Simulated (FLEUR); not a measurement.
# EuS under changes of volume

One of the cells (26.424 Å³/atom); the others are scaled copies at fixed shape and fractional positions:

```
CELL_PARAMETERS angstrom
0.00000 2.97850 2.97850
2.97850 0.00000 2.97850
2.97850 2.97850 0.00000
ATOMIC_POSITIONS crystal
Eu 0.00000 0.00000 0.00000
S 0.50000 0.50000 0.50000
```

| Item | Value |
| --- | --- |
| Program | FLEUR MaX-R8.1 (later development tree) |
| Functional | AM05 |
| Potentials or basis | all-electron |
| Basis | FLAPW |
| Kmax | 4.52 1/bohr |
| k mesh | 8 × 8 × 8 |
| Occupations | fermi-dirac, width 0.05 eV |
| Spin | collinear spin, ferromagnetic start |
| Starting moments | [7.0, 0.0] μB |

```csv
volume (Å³/atom),energy over the lowest point (meV/atom),moment (μB per cell)
24.838,0.00,6.96
25.367,?,?
26.424,32.41,6.98
27.481,65.63,6.99
28.009,85.10,6.99
```

**Question.** What does the run at 25.367 Å³/atom give?

**Answer.** Energy over the lowest point 8.25 meV/atom; moment 6.97 μB per cell.

Worked out: A Birch-Murnaghan fit of order 2 (a polynomial in V^(-2/3)) to the other rows has no minimum within the range. It gives 8.11 meV/atom at 25.367 Å³/atom, against the run's 8.25. A straight line through the other rows of the moment, of slope 0.00991 μB per Å³/atom, gives 6.97 μB, against the run's 6.97.

Energies are extrapolated to zero smearing.

Caveats: a cell with one magnetic atom can't hold antiferromagnetic order, which such compounds often take; without U or exact exchange the open f shell lies at the Fermi level, which spoils levels, moments and volumes.
